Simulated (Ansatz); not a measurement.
MgS (Niningerite):

```
S Mg
1.0
     0.00000    2.60165    2.60165
     2.60165    0.00000    2.60165
     2.60165    2.60165    0.00000
S Mg
1 1
Cartesian
  2.6016 2.6016 2.6016
  0.0000 0.0000 0.0000
```

Base run:

* Program: Ansatz 0.2.0
* Functional: r2SCAN0
* Potentials or basis: Ansatz PAW
* Cutoff: 500 eV (not typed: the program's choice for these potentials)
* k mesh: 5 × 5 × 5
* Occupations: fermi-dirac, width 0.05 eV
* Spin: no spin polarisation

Its results: band gap on the k mesh 5.40 eV, indirect (least direct gap 6.10 eV); pressure -0.8 GPa.

Q: After a change of settings the same cell gave: band gap on the k mesh 3.87 eV, indirect (least direct gap 4.64 eV); pressure 0.1 GPa. Which change was it?
A. functional from r2SCAN0 to PBE; cutoff from 500 eV (not typed: the program's choice for these potentials) to 420 eV (not typed: the program's choice for these potentials)
B. functional from r2SCAN0 to r2SCAN
C. functional from r2SCAN0 to LDA; cutoff from 500 eV (not typed: the program's choice for these potentials) to 420 eV (not typed: the program's choice for these potentials)
D. functional from r2SCAN0 to BLYP; cutoff from 500 eV (not typed: the program's choice for these potentials) to 420 eV (not typed: the program's choice for these potentials)

A: B.

r2SCAN0 gives the wider gap, since exact exchange removes part of the self-interaction.

Caveats: odd divisions of the mesh miss points on the zone boundary, where band edges often lie, so the gap on the mesh can be too wide; the PAW data sets come from PBE, with cores solved anew for the run's functional, which leaves a small shift of forces and pressure; the density of states is complete only up to the lowest level of the last band computed; the thresholds are loose for stress (some runs).
